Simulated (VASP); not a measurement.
Crystal: W.

```
W
1.0
     0.00000    2.03000    2.03000
     2.03000    0.00000    2.03000
     2.03000    2.03000    0.00000
W
1
Direct
  0.00000 0.00000 0.00000
```

This isn't the form of W at room conditions, which is bcc.

```yaml
Program: VASP 6.6.1
Task: single point
Functional: PBE
Potentials_or_basis: VASP PAW PBE potentials, release 64 (W_sv)
Cutoff: 520 eV
k_mesh: 11 × 11 × 11
Occupations: fermi-dirac, width 0.05 eV
Spin: no spin polarisation
```

On this cell: pressure -4.4 GPa; band gap on the k mesh none (metal or under the smearing width).

The same run follows on a disturbed copy (cell strained at random at fixed volume):

```
W
1.0
     0.01192    2.00823    2.03186
     2.02971    0.01106    2.03272
     2.05415    2.03352   -0.01337
W
1
Direct
  0.99325 0.99126 0.01410
```

Q: What does the disturbed cell give?

A: The energy (extrapolated to zero smearing) moves by -4.5 meV/atom; pressure -4.4 GPa; band gap on the k mesh none (metal or under the smearing width).

Stress tensor (GPa, compression positive):
```
-3.73  2.44 -0.75
 2.44 -6.17 -1.04
-0.75 -1.04 -3.22
```

The energy falls, though the first cell shows no forces: that form is unstable against this distortion, unless noise or another electronic state is at work.
